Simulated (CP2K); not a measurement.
# BLYP-D3(BJ)/DZVP-MOLOPT-SR-GTH (core potential) run of C2H2Cl2 (cis-1,2-Dichloroethene), part 2 of 2

CP2K 2026.2. The steps go on from the part before.

### 3 The doublet cation at the same level

File qs.inp:

```
&FORCE_EVAL
 METHOD QUICKSTEP
 &DFT
  BASIS_SET_FILE_NAME BASIS_MOLOPT
  POTENTIAL_FILE_NAME GTH_POTENTIALS
  CHARGE 1
  MULTIPLICITY 2
  UNRESTRICTED_KOHN_SHAM T
  &QS
   METHOD GPW
   EPS_DEFAULT 1.0E-10
  &END QS
  &MGRID
   CUTOFF 400
   REL_CUTOFF 50
   NGRIDS 4
  &END MGRID
  &POISSON
   PERIODIC NONE
   POISSON_SOLVER MULTIPOLE
  &END POISSON
  &SCF
   SCF_GUESS ATOMIC
   EPS_SCF 1.0E-06
   MAX_SCF 40
   &OT
    MINIMIZER CG
    PRECONDITIONER FULL_ALL
   &END OT
   &OUTER_SCF
    EPS_SCF 1.0E-06
    MAX_SCF 5
   &END OUTER_SCF
  &END SCF
  &XC
   &XC_FUNCTIONAL BLYP
   &END XC_FUNCTIONAL
   &VDW_POTENTIAL
    POTENTIAL_TYPE PAIR_POTENTIAL
    &PAIR_POTENTIAL
     TYPE DFTD3(BJ)
     PARAMETER_FILE_NAME dftd3.dat
     REFERENCE_FUNCTIONAL BLYP
     R_CUTOFF 15
    &END PAIR_POTENTIAL
   &END VDW_POTENTIAL
  &END XC
  &PRINT
   &MOMENTS
    PERIODIC F
    REFERENCE COM
    MAX_MOMENT 1
   &END MOMENTS
   &MO_CUBES
    NLUMO 1
    NHOMO -1
    WRITE_CUBE F
   &END MO_CUBES
   &HIRSHFELD OFF
   &END HIRSHFELD
  &END PRINT
 &END DFT
 &SUBSYS
  &CELL
   ABC 10.6 10.4 7.8
   PERIODIC NONE
  &END CELL
  &COORD
   Cl     0.715370    -1.874620    -0.448160
   C      0.641760    -0.223420    -0.028920
   C     -0.475600     0.475660     0.100770
   Cl    -2.046720    -0.146510    -0.127570
   H      1.602850     0.246110     0.133560
   H     -0.437660     1.522780     0.370320
  &END COORD
  &TOPOLOGY
   &CENTER_COORDINATES
   &END CENTER_COORDINATES
  &END TOPOLOGY
  &KIND Cl
   BASIS_SET DZVP-MOLOPT-SR-GTH-q7
   POTENTIAL GTH-BLYP-q7
  &END KIND
  &KIND C
   BASIS_SET DZVP-MOLOPT-SR-GTH-q4
   POTENTIAL GTH-BLYP-q4
  &END KIND
  &KIND H
   BASIS_SET DZVP-MOLOPT-SR-GTH-q1
   POTENTIAL GTH-BLYP-q1
  &END KIND
 &END SUBSYS
&END FORCE_EVAL
&GLOBAL
 PROJECT_NAME qs
 RUN_TYPE ENERGY
 PRINT_LEVEL MEDIUM
&END GLOBAL
```

Launch:

```bash
$ OMP_NUM_THREADS=1 cp2k.psmp qs.inp > qs.out
```

Standard output:

```text
CP2K| version string:                                       CP2K version 2026.2
 CP2K| Input file name                                                    qs.inp

 GLOBAL| Basis set file name                                        BASIS_MOLOPT
 GLOBAL| Potential file name                                      GTH_POTENTIALS
 GLOBAL| Coordinate file name                                      __STD_INPUT__
 GLOBAL| Method name                                                        CP2K
 GLOBAL| Project name                                                         qs
 GLOBAL| Run type                                                         ENERGY
 GLOBAL| FFT library                                                       FFTW3
 GLOBAL| Diagonalization library                                       ScaLAPACK
 GLOBAL| Global print level                                               MEDIUM
 GLOBAL| Total number of message passing processes                             1
 GLOBAL| Number of threads for this process                                    1
 GLOBAL| CPU model name                                                  UNKNOWN

 CELL| Volume [angstrom^3]:                                           859.872000
 CELL| Vector a [angstrom]:      10.600     0.000     0.000   |a| =    10.600000
 CELL| Vector b [angstrom]:       0.000    10.400     0.000   |b| =    10.400000
 CELL| Vector c [angstrom]:       0.000     0.000     7.800   |c| =     7.800000
 CELL| Angle (b,c), alpha [degree]:                                    90.000000
 CELL| Angle (a,c), beta  [degree]:                                    90.000000
 CELL| Angle (a,b), gamma [degree]:                                    90.000000
 CELL| Numerically orthorhombic:                                             YES
 CELL| Periodicity                                                          NONE

 GENERATE|  Preliminary Number of Bonds generated:                             0
 GENERATE|  Achieved consistency in connectivity generation.

 PW_GRID| Information for grid number                                          1
 PW_GRID| Cutoff [a.u.]                                                     28.3
 PW_GRID| spherical cutoff:                                                   NO
 PW_GRID|   Bounds   1              0      49                Points:          50
 PW_GRID|   Bounds   2              0      49                Points:          50
 PW_GRID|   Bounds   3              0      49                Points:          50
 PW_GRID| Volume element (a.u.^3)  0.4642E-01     Volume (a.u.^3)      5802.7040
 PW_GRID| Grid span                                                    HALFSPACE

 DFT| Spin unrestricted (spin-polarized) Kohn-Sham calculation               UKS
 DFT| Multiplicity                                                             2
 DFT| Number of spin states                                                    2
 DFT| Charge                                                                   1
 DFT| Self-interaction correction (SIC)                                       NO
 DFT| Cutoffs: density                                              1.000000E-10
 DFT|          gradient                                             1.000000E-10
 DFT|          tau                                                  1.000000E-10
 DFT|          cutoff_smoothing_range                               0.000000E+00
 DFT| XC density smoothing                                                  NONE
 DFT| XC derivatives                                                          PW

 FUNCTIONAL| BECKE88:
 FUNCTIONAL| LYP:

 vdW POTENTIAL|                                                   Pair Potential
 vdW POTENTIAL|          DFT-D3 (Version 3.1)
 vdW POTENTIAL|          Potential Form: S. Grimme et al, JCP 132: 154104 (2010)
 vdW POTENTIAL|          BJ Damping: S. Grimme et al, JCC 32: 1456 (2011)
 vdW POTENTIAL|          Cutoff Radius [Bohr]:                             28.35
 vdW POTENTIAL|          s6 Scaling Factor:                               1.0000
 vdW POTENTIAL|          a1 Damping Factor:                               0.4298
 vdW POTENTIAL|          s8 Scaling Factor:                               2.6996
 vdW POTENTIAL|          a2 Damping Factor:                               4.2359
 vdW POTENTIAL|          Cutoff for CN calculation:                   0.1000E-05

 QS| Method:                                                                 GPW
 QS| Density plane wave grid type                        NON-SPHERICAL FULLSPACE
 QS| Number of grid levels:                                                    4
 QS| Density cutoff [a.u.]:                                                200.0
 QS| Multi grid cutoff [a.u.]: 1) grid level                               200.0
 QS|                           2) grid level                                66.7
 QS|                           3) grid level                                22.2
 QS|                           4) grid level                                 7.4
 QS| Grid level progression factor:                                          3.0
 QS| Relative density cutoff [a.u.]:                                        25.0
 QS| Interaction thresholds: eps_pgf_orb:                                1.0E-05
 QS|                         eps_filter_matrix:                          0.0E+00
 QS|                         eps_core_charge:                            1.0E-12
 QS|                         eps_rho_gspace:                             1.0E-10
 QS|                         eps_rho_rspace:                             1.0E-10
 QS|                         eps_gvg_rspace:                             1.0E-05
[... 166 lines left out ...]
  Step     Update method      Time    Convergence         Total energy    Change
[... 3 lines left out ...]
  Decoupling Energy:                                               0.0965891594
[... 3 lines left out ...]
  Decoupling Energy:                                               0.0916273150
[... 3 lines left out ...]
  Decoupling Energy:                                               0.0947817254
[... 3 lines left out ...]
  Decoupling Energy:                                               0.0950777147
[... 3 lines left out ...]
  Decoupling Energy:                                               0.0946581460
[... 3 lines left out ...]
  Decoupling Energy:                                               0.0950667104
[... 3 lines left out ...]
  Decoupling Energy:                                               0.0949964726
[... 3 lines left out ...]
  Decoupling Energy:                                               0.0949049207
[... 3 lines left out ...]
  Decoupling Energy:                                               0.0951312824
[... 3 lines left out ...]
  Decoupling Energy:                                               0.0949421477
[... 3 lines left out ...]
  Decoupling Energy:                                               0.0949236766
[... 3 lines left out ...]
  Decoupling Energy:                                               0.0949843755
[... 3 lines left out ...]
  Decoupling Energy:                                               0.0948605818
[... 3 lines left out ...]
  Decoupling Energy:                                               0.0949492117
[... 3 lines left out ...]
  Decoupling Energy:                                               0.0949755149
[... 3 lines left out ...]
  Decoupling Energy:                                               0.0949345078
[... 3 lines left out ...]
  Decoupling Energy:                                               0.0949567141
[... 3 lines left out ...]
  Decoupling Energy:                                               0.0949586828
[... 3 lines left out ...]
  Decoupling Energy:                                               0.0949517059
[... 3 lines left out ...]
  Decoupling Energy:                                               0.0949642772
[... 3 lines left out ...]
  Decoupling Energy:                                               0.0949578151
[... 3 lines left out ...]
  Decoupling Energy:                                               0.0949560383
[... 3 lines left out ...]
  Decoupling Energy:                                               0.0949595564
[... 3 lines left out ...]
  Decoupling Energy:                                               0.0949543534
[... 3 lines left out ...]
  Decoupling Energy:                                               0.0949558149
[... 3 lines left out ...]
  Decoupling Energy:                                               0.0949575259
[... 3 lines left out ...]
  Decoupling Energy:                                               0.0949560469
[... 3 lines left out ...]
  Decoupling Energy:                                               0.0949565477
[... 3 lines left out ...]
  Decoupling Energy:                                               0.0949567441
[... 3 lines left out ...]
  Decoupling Energy:                                               0.0949564964
[... 3 lines left out ...]
  Decoupling Energy:                                               0.0949566304
[... 3 lines left out ...]
  Decoupling Energy:                                               0.0949566487
[... 3 lines left out ...]
  Decoupling Energy:                                               0.0949565981
[... 3 lines left out ...]
  Decoupling Energy:                                               0.0949566830
     - OT LS       0.16E+00    0.8                      -42.0355001679
  Decoupling Energy:                                               0.0949566603
    35 OT CG       0.16E+00    1.5     0.00000104       -42.0355001679 -2.48E-10
  Decoupling Energy:                                               0.0949566553
     - OT LS       0.21E+00    0.8                      -42.0355001681
  Decoupling Energy:                                               0.0949566538
    36 OT CG       0.21E+00    1.4     0.00000079       -42.0355001681 -1.63E-10

  *** SCF run converged in    36 steps ***

  Electronic density on regular grids:        -23.0000000000        0.0000000000
  Core density on regular grids:               23.9999999980       -0.0000000020
  Total charge density on r-space grids:        0.9999999980
  Total charge density g-space grids:           0.9999999980

  Overlap energy of the core charge distribution:               0.00000183772226
  Self energy of the core charge distribution:                -96.95046162794534
  Core Hamiltonian energy:                                     24.46163810804630
  Hartree energy:                                              39.99884616401951
  Exchange-correlation energy:                                 -9.53364963894220
  Dispersion energy:                                           -0.01187501096525

  Total energy:                                               -42.03550016806473

  outer SCF iter =    1 RMS gradient =   0.79E-06 energy =        -42.0355001681
  outer SCF loop converged in   1 iterations or   71 steps

  Integrated spin density:                                          1.0000000000
  Integrated absolute spin density:                                 1.0516384135
  Ideal and single determinant S**2 :                    0.750000       0.751533

 !-----------------------------------------------------------------------------!
                     Mulliken Population Analysis

 #  Atom  Element  Kind  Atomic population (alpha,beta) Net charge  Spin moment
       1     Cl       1         3.472085     3.218133     0.309782     0.253952
       2     C        2         2.086824     1.832350     0.080826     0.254474
       3     C        2         2.086506     1.832672     0.080822     0.253834
       4     Cl       1         3.471958     3.217231     0.310811     0.254727
       5     H        3         0.441337     0.449828     0.108835    -0.008491
       6     H        3         0.441290     0.449786     0.108925    -0.008496
 # Total charge and spin       12.000000    11.000000     1.000000     1.000000

 !-----------------------------------------------------------------------------!

 ELECTRIC/MAGNETIC MOMENTS
  Reference Point [Bohr]              9.57665906      8.85604613      7.07232136
  Charges
    Electronic=    -23.00000000    Core=    24.00000000    Total=     1.00000000
  Dipoles are based on the traditional operator.
  Dipole moment [Debye]
    X=  0.1429556E+01 Y=  0.2186249E+01 Z=  0.6263435E+00  Total=      2.6861905

  Eigenvalues of the occupied subspace spin            1
 ---------------------------------------------
      -1.08533606     -1.03912350     -0.93592347     -0.76723864
      -0.71043757     -0.67468098     -0.61200385     -0.61003674
      -0.55414263     -0.51765869     -0.50607168     -0.48296118
 Fermi Energy [eV] :  -13.142042

  Eigenvalues of the occupied subspace spin            2
 ---------------------------------------------
      -1.07562678     -1.03096801     -0.92152356     -0.75894770
      -0.70708589     -0.66894149     -0.60687707     -0.58647265
      -0.53425586     -0.51393103     -0.50209953
 Fermi Energy [eV] :  -13.662823

  Using OT eigensolver for additional unoccupied orbitals spin            1
  Lowest Eigenvalues of the unoccupied subspace spin            1
 -----------------------------------------------------
 OT| Eigensolver reached convergence in 109 iterations
      -0.30686457

  Using OT eigensolver for additional unoccupied orbitals spin            2
  Lowest Eigenvalues of the unoccupied subspace spin            2
 -----------------------------------------------------
 OT| Eigensolver reached convergence in 61 iterations
      -0.45236023

 HOMO - LUMO gap [eV] :    4.791832
 HOMO - LUMO gap [eV] :    1.353475

 ENERGY| Total FORCE_EVAL ( QS ) energy [hartree]            -42.035500168064729

 MEMORY| Estimated peak process memory [MiB]                                 893

 -------------------------------------------------------------------------------
 ----                             MULTIGRID INFO                            ----
 -------------------------------------------------------------------------------
 count for grid        1:           6969          cutoff [a.u.]          200.00
 count for grid        2:           5069          cutoff [a.u.]           66.67
 count for grid        3:           2365          cutoff [a.u.]           22.22
 count for grid        4:            658          cutoff [a.u.]            7.41
 total gridlevel count  :          15061

 -------------------------------------------------------------------------------
 -                                                                             -
 -                                T I M I N G                                  -
 -                                                                             -
 -------------------------------------------------------------------------------
 SUBROUTINE                       CALLS  ASD         SELF TIME        TOTAL TIME
                                MAXIMUM       AVERAGE  MAXIMUM  AVERAGE  MAXIMUM
 CP2K                                 1  1.0    0.096    0.096   81.632   81.632
 qs_energies                          1  2.0    0.000    0.000   81.126   81.126
 scf_env_do_scf                       1  3.0    0.000    0.000   79.995   79.995
 scf_env_do_scf_inner_loop           71  4.0    0.006    0.006   78.633   78.633
 qs_ks_update_qs_env                 72  5.0    0.001    0.001   61.749   61.749
 rebuild_ks_matrix                   71  6.0    0.000    0.000   61.743   61.743
 qs_ks_build_kohn_sham_matrix        71  7.0    0.008    0.008   61.743   61.743
 qs_vxc_create                       71  8.0    0.001    0.001   51.252   51.252
 fft_wrap_pw1pw2                   1759 10.1    0.027    0.027   48.385   48.385
 fft_wrap_pw1pw2_200               1111 11.7    0.237    0.237   46.104   46.104
 xc_rho_set_and_dset_create          71 10.0    4.236    4.236   35.004   35.004
 xc_vxc_pw_create                    36  9.0    0.537    0.537   34.601   34.601
 fft3d_s                           1760 12.1   31.469   31.469   31.478   31.478
 xc_pw_derive                       642 11.0    0.005    0.005   28.674   28.674
 qs_rho_update_rho_low               72  5.0    0.000    0.000   17.817   17.817
 -------------------------------------------------------------------------------

 -------------------------------------------------------------------------------
```

Run time: 82 s. Hardware: 1 thread of Arm Neoverse V1, shared host; peak memory 0.87 GiB.

### 4 Summary of results

What follows sums up all 2 parts.

At BLYP-D3(BJ)/DZVP-MOLOPT-SR-GTH (core potential):

| quantity | value |
| --- | --- |
| singlet C2H2Cl2: total energy | -42.36889 Eh |
| singlet C2H2Cl2: dipole moment | 1.50 D |
| singlet C2H2Cl2: HOMO energy | -5.83 eV |
| singlet C2H2Cl2: LUMO energy | -1.02 eV |
| singlet C2H2Cl2: HOMO–LUMO gap | 4.82 eV |
| singlet C2H2Cl2: dispersion energy | -31.18 kJ/mol |
| doublet cation: total energy | -42.03550 Eh |
| doublet cation: HOMO energy (highest over α and β) | -13.14 eV |
| doublet cation: LUMO energy (lowest over α and β) | -12.31 eV |
| doublet cation: dispersion energy | -31.18 kJ/mol |
| doublet cation: ⟨S²⟩ | 0.752 |
| vertical ionisation energy (to the doublet cation) | 9.072 eV |

In words: Removing an electron at fixed nuclei costs 9.07 eV (209 kcal/mol). The negative HOMO energy of the first species, 5.83 eV, lies 3.24 eV below that difference. At BLYP-D3(BJ)/DZVP-MOLOPT-SR-GTH: Experiment gives 1.90 D for the dipole moment (NIST CCCBDB), so the computed value is 0.40 D (21 %) too low.
